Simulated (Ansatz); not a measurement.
Al₃Ru₂: opening a crack plane

Al₃Ru₂, I4/mmm, a = 3.073 Å, c = 14.252 Å. The structure is a Materials Project entry; whether it is the stable form wasn't checked. Ansatz: PBEsol, PAW, 420 eV, Γ-centred 15×15×4 mesh on 10 atoms, Gaussian smearing 0.15 eV; no spin polarisation. One cut on (001) per cell of 10 atoms is opened rigidly by x, between planes of Ru and Al that stand 1.25 Å apart; y is the energy per area (9.446 Å², 1 eV/Å² = 16.02 J/m²).

```tsv
x (Å)	y (J/m²)
0.00	0.000
0.25	0.430
0.50	?
0.75	2.550
1.00	3.664
1.50	5.463
2.00	6.599
3.00	7.513
4.50	7.737
6.00	7.750
```

Task: Fit the universal binding curve y = W[1 − (1 + x/l) e^(−x/l)] to the other rows, give the peak stress, and predict the missing value.

Result: Least squares gives W = 7.83 J/m² and l = 0.624 Å. The stress dy/dx peaks at x = l with W/(e l) = 46.2 GPa, for rigid faces. At x = 0.50: x/l = 0.801, y = 1.501 J/m². The run gave 1.400 J/m², so the fit is 0.101 J/m² too high, within twice the rms miss on the fitted rows (0.070 J/m²).

Cost: 12 runs of about 13 core-minutes in all, on Intel Xeon Platinum 8259CL (Skylake/Cascade Lake) (shared hosts).